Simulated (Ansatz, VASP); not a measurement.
# CuO (Tenorite) in VASP and in Ansatz

```
Cu O
1.0
     2.36810   -1.73053    0.00000
     2.36810    1.73053    0.00000
    -0.86916    0.00000    5.05944
Cu O
2 2
Direct
  0.49680 0.00320 0.50000
  0.00320 0.49680 0.00000
  0.40560 0.57140 0.75370
  0.57140 0.40560 0.25370
```

Alike in both runs: functional PBEsol; k mesh 8 × 8 × 5; occupations fermi-dirac, width 0.05 eV; no spin polarisation.

|  | VASP | Ansatz |
| --- | --- | --- |
| version | VASP 6.6.1 | Ansatz 0.2.0 |
| potentials or method | VASP PAW PBE potentials, release 64 (Cu, O) | Ansatz PAW |
| plane-wave cutoff (eV) | 520 | 420 |
| valence electrons in the cell | 34 | 50 |
| task | single point | band structure |

|  | VASP | Ansatz | Ansatz less VASP |
| --- | --- | --- | --- |
| gap on the k mesh at the Fermi level (eV) | none | none | - |
| pressure (GPa) | -5.0 | -5.7 | -0.64 |
| largest component of the traceless stress (GPa) | 2.34 | 2.69 | +0.349 |
| rms of the force components (eV/Å) | 0.414 | 0.408 | -0.0057 |

Atom by atom the forces differ by 0.021 eV/Å (rms over components). A gap of «none» marks a metal or a gap that the smearing closes. The two sets of potentials don't hold the same shells in valence.

Caveats: the run has no spin polarisation, though such a crystal can be magnetic; semilocal functionals often make such compounds metallic where correlation or magnetic order opens a gap, which also shifts bond lengths; the PAW data sets were made with another functional, which shifts forces and pressure a little (VASP); the pressure holds a Pulay correction of +0.7 GPa for the finite cutoff (Ansatz); the PAW data sets come from PBE, with cores solved anew for the run's functional, which leaves a small shift of forces and pressure (Ansatz).
